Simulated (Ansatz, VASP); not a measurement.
**HfSiO4: VASP beside Ansatz**

```
CELL_PARAMETERS angstrom
-3.32110 3.32110 3.00662
3.32110 -3.32110 3.00662
3.32110 3.32110 -3.00662
ATOMIC_POSITIONS crystal
Hf 0.00000 0.00000 0.00000
Hf 0.75000 0.25000 0.50000
Si 0.25000 0.75000 0.50000
Si 0.50000 0.50000 0.00000
O 0.13480 0.31930 0.81551
O 0.06930 0.75379 0.68449
O 0.06930 0.38480 0.31551
O 0.50379 0.31930 0.18449
O 0.68070 0.49621 0.81551
O 0.61520 0.93070 0.68449
O 0.24621 0.93070 0.31551
O 0.68070 0.86520 0.18449
```

Alike in both runs: functional PBE; k mesh 4 × 4 × 4; occupations gaussian, width 0.1 eV; no spin polarisation.

Ansatz relaxed the structure, and its values are those at the end. VASP's run is a single point on that final structure, the one shown.

|  | VASP | Ansatz |
| --- | --- | --- |
| version | VASP 6.6.1 | Ansatz 0.2.0 |
| potentials or method | VASP PAW PBE potentials, release 64 (Hf_pv, Si, O) | scalar-relativistic, plane waves, PAW |
| plane-wave cutoff (eV) | 520 | 420 |
| valence electrons in the cell | 76 | 108 |

|  | VASP | Ansatz | Ansatz less VASP |
| --- | --- | --- | --- |
| gap on the k mesh at the Fermi level (eV) | 5.28 | 5.34 | +0.060 |
| least direct gap on the mesh (eV) | 5.61 | 5.67 | +0.063 |
| pressure (GPa) | -1.4 | 0.3 | +1.68 |
| rms of the force components (eV/Å) | 0.088 | 0.014 | -0.0743 |

The two sets of potentials don't hold the same shells in valence.

Caveats: spin-orbit coupling is left out, which moves the levels of the heavy elements. A k mesh can miss the band edges. As with any semilocal functional, this PBE gap is likely too small.
